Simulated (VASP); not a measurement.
A run of VASP 6.6.1:

Contents of run.py:

```python
from ase.calculators.vasp import Vasp
from ase.dft.bandgap import bandgap
from ase.spacegroup import crystal

atoms = crystal(
    ['I', 'Cu'],
    basis=[[0.0, 0.0, 0.0], [0.25, 0.25, 0.25]],
    spacegroup=216,
    setting=1,
    cellpar=[6.063, 6.063, 6.063, 90.0, 90.0, 90.0],
    primitive_cell=True,
)
calc = Vasp(
    directory='calc',
    xc='rpbe',
    pp='PBE',
    setups='materialsproject',
    prec='Accurate',
    encut=520,
    ediff=1e-06,
    ismear=0,
    sigma=0.05,
    lreal=False,
    lasph=True,
    nelm=100,
    algo='Normal',
    isif=2,
    lwave=False,
    lcharg=False,
    kpts=[8, 8, 8],
    gamma=True,
)
atoms.calc = calc

print('energy (eV):', atoms.get_potential_energy())
print('free energy (eV):', atoms.get_potential_energy(force_consistent=True))
print('forces (eV/A):')
print(atoms.get_forces())
print('stress (eV/A^3, Voigt):', atoms.get_stress())
print('Fermi level (eV):', calc.get_fermi_level())
gap, top, bottom = bandgap(calc)
print('band gap (eV):', gap, 'from (spin, k, band)', top, 'to', bottom)
```

Potentials or basis: VASP PAW PBE potentials, release 64 (I, Cu_pv).

Run with:

```console
$ python run.py
```

Hardware: 1 thread of Intel(R) Xeon(R) Platinum 8488C (Sapphire Rapids), with other jobs on the host.

Question: Estimate the wall time of this run.

Answer: Run time: 22 s on 1 thread of Intel(R) Xeon(R) Platinum 8488C (Sapphire Rapids), on a shared host, peak memory 0.18 GiB. Counts: scf iterations 14, k points 29.
